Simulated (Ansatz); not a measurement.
# SiC: the cost of one run

Method: DFT PBE, scalar-relativistic, plane waves, PAW, in Ansatz 0.2.0.

2 further runs of the same task are left out: 2 set aside as unsound or not needed.

### Step 1. Starting point

The structure is hexagonal, space group P6_3mc (No. 186). The conventional cell has a = 3.076 Å, b = 3.076 Å, c = 5.048 Å, α = 90.00°, β = 90.00°, γ = 120.00°. Si (site symmetry 3m) is surrounded by 4 C at 1.87 to 1.94 Å. Around C (site symmetry 3m) lie 4 Si at 1.87 to 1.94 Å.

As a file:

```xyz
4
Lattice="3.0760 0.0000 0.0000 -1.5380 2.6639 0.0000 0.0000 0.0000 5.0480" Properties=species:S:1:pos:R:3 pbc="T T T"
Si    0.0000    1.7759    0.0000
Si    1.5380    0.8880    2.5240
C     0.0000    1.7759    1.9435
C     1.5380    0.8880    4.4675
```

The cell is taken as given, not relaxed at this level.

### Step 2. Zero of energy

Reference values: F = -1774.2661 eV; pressure 3.70 GPa; largest force 0.753 eV/Å; gap on the mesh 2.33 eV. It was computed beforehand with the settings of the runs below.

### Step 3. Next: a one-atom displacement scan

Atom 3 (C) is moved by x along the Cartesian unit vector (1.000, 0.000, 0.000); the cell and all other atoms stay fixed. Forces below are components along that vector, summed over the moved atoms. In a periodic cell its images move with it.

### Step 4. Point x = -0.100 Å

File input.yaml:

```yaml
crystal:
  lattice:
    - [3.0759982064, 0.0, 0.0]
    - [-1.5379991032, 2.6638925888, 0.0]
    - [0.0, 0.0, 5.048]
  atoms:
    - { symbol: Si, position: [0.3333333333, 0.6666666667, 0.0] }
    - { symbol: Si, position: [0.6666666667, 0.3333333333, 0.5] }
    - { symbol: C, position: [0.3008235615, 0.6666666667, 0.385] }
    - { symbol: C, position: [0.6666666667, 0.3333333333, 0.885] }
basis:
  ecutwfc: 420
kpoints:
  mp_grid: { grid: [12, 12, 6] }
hamiltonian:
  xc: pbe
scf:
  occupations: { method: gaussian, width: 0.05 }
output:
  forces: true
  stress: true
  eigenvalues: true
  write_density: true
  write_potential: true
  elf: true
  volumetric_format: npy
```

Command:

```bash
> ansatz run input.yaml --threads 2 --pin off --max-ram 5120MiB --backend cpu --events-out ev --progress --plain --runs-dir out
```

Q: Estimate wall time and peak memory on 2 threads of Arm Neoverse V2, shared host.

About 15 s, with a peak of 0.53 GiB.
